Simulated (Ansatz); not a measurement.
## Electric field gradients in PbI2

```
Pb I
1.0
     4.67729    0.00000    0.00000
    -2.33864    4.05065    0.00000
     0.00000    0.00000    7.84964
Pb I
1 2
Direct
  0.00000 0.00000 0.00000
  0.33333 0.66667 0.23662
  0.66667 0.33333 0.76338
```

Atom numbers follow the list: Pb1, I2, I3.

The conventional cell has a = 4.677 Å, b = 4.677 Å, c = 7.850 Å, α = 90.00°, β = 90.00°, γ = 120.00°. Pb (atom 1) is surrounded by 6 I at 3.28 Å. Around I (atom 2) lie 3 Pb at 3.28 Å.

The structure comes from a relaxation in the same program, started in the CdI2 type, and has space group P-3m1. Whether it is a known phase or the ground state wasn't checked.

Levels of theory: DFT, PBE, all-electron PAW with datasets made for the crystal, scalar-relativistic (Ansatz 0.2.0); DFT, PBE, PAW with Ansatz's default frozen-core files, scalar-relativistic (Ansatz 0.2.0).

For the crystal-made all-electron datasets (AE datasets): a Γ-centred 11×11×6 k mesh, Fermi–Dirac smearing of 0.03 eV, cutoff 240 eV (chosen by the program for this cell), no spin polarisation. PAW takes a cutoff of 420 eV at this cell. The Ansatz runs share mesh, smearing and spin set-up.

No spin–orbit coupling: at heavy atoms the gradients can be off by tens of per cent for that reason.

Vzz is the principal value of largest size of the traceless field-gradient tensor, in 10²¹ V/m², and η = (Vxx − Vyy)/Vzz with |Vzz| ≥ |Vyy| ≥ |Vxx|.

(1) Give the field gradient at each independent site.

(2) Taking Q(I-127) = -0.696 b, what quadrupole coupling constant follows at I2 from AE datasets?

## Answers

(1) 
| site | site symmetry | Vzz (η), AE datasets | Vzz (η), PAW |
| --- | --- | --- | --- |
| Pb1 | -3m. | 2.20 (η = 0.00) | 2.13 (η = 0.00) |
| I2 | 3m. | -0.97 (η = 0.00) | -0.99 (η = 0.00) |

(2) Cq = eQVzz/h = 24.180 MHz × -0.696 × (-0.97) = 16.3 MHz.
